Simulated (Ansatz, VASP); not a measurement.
## One calculation of Sn, two programs

```xyz
1
Lattice="-2.0292 2.0292 1.6608 2.0292 -2.0292 1.6608 2.0292 2.0292 -1.6608" Properties=species:S:1:pos:R:3 pbc="T T T"
Sn    0.0000    0.0000    0.0000
```

This isn't the form of Sn at room conditions, which is tetragonal (white tin).

Alike in both runs: task relaxation of cell and atoms; functional RPBE; k mesh 10 × 10 × 10; occupations fermi-dirac, width 0.05 eV; no spin polarisation.

```csv
,VASP,Ansatz
version,VASP 6.6.1,Ansatz 0.2.0
potentials or method,"VASP PAW PBE potentials, release 64 (Sn_d)",Ansatz PAW
plane-wave cutoff (eV),600,420
valence electrons in the cell,14,14
```

VASP gave:

* gap on the k mesh at the Fermi level, each at its own relaxed structure (eV): none
* relaxed volume (Å³/atom): 28.66
* relaxed cell length with the largest relative difference (Å): 3.365
* energy change over the relaxation (meV/atom): -10

Task: Which values does Ansatz return?

Result: gap on the k mesh at the Fermi level, each at its own relaxed structure (eV): none; relaxed volume (Å³/atom): 28.68; relaxed cell length with the largest relative difference (Å): 3.365; energy change over the relaxation (meV/atom): -10.

A gap of «none» marks a metal or a gap that the smearing closes.

Caveats: the PAW data sets were made with another functional, which shifts forces and pressure a little (VASP); the plane-wave basis is chosen anew once the cell has moved, so the energies of steps on either side of that aren't comparable (Ansatz); the PAW data sets come from PBE, with cores solved anew for the run's functional, which leaves a small shift of forces and pressure (Ansatz).
